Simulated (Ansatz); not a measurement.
Base system: InN in the wurtzite structure (space group P6_3mc, No. 186).

```yaml
crystal:
  lattice:
    - [3.58053, 0.00000, 0.00000]
    - [-1.79026, 3.10083, 0.00000]
    - [0.00000, 0.00000, 5.78779]
  atoms:
    - { symbol: In, position: [0.66667, 0.33333, 0.50197] }
    - { symbol: In, position: [0.33333, 0.66667, 0.00197] }
    - { symbol: N, position: [0.66667, 0.33333, 0.12323] }
    - { symbol: N, position: [0.33333, 0.66667, 0.62323] }
```

Calculations: plane-wave PAW DFT at the PBE level (Ansatz, a quantum-chemistry and plane-wave program, 420 eV), without spin-orbit coupling.

One change was made to it. Results:

The density grows by 0.44 g/cm³ to 7.10 g/cm³; the shortest interatomic distance shrinks by 0.046 Å (2.183 Å → 2.137 Å).

Task: Which change produced these results?
(A) pressure 2.1 GPa
(B) pressure 22.5 GPa
(C) pressure 9 GPa
(D) pressure −2 GPa

Result: C, pressure 9 GPa. For comparison, the density in the other runs: pressure −2 GPa gives 6.54 g/cm³; pressure 22.5 GPa gives 7.62 g/cm³; pressure 2.1 GPa gives 6.77 g/cm³.

A case with no gap was solved on a k-mesh chosen for an insulator, which is coarse for it. Load acts through the strain it causes; cell and atoms are relaxed under it. Whether these cells are dynamically stable was not tested. Tetrahedral semiconductors of this kind turn to denser phases somewhere between about 1 and 50 GPa; those were not computed, so compressed cells here can lie past the real transition. The final runs are not spin-polarised.
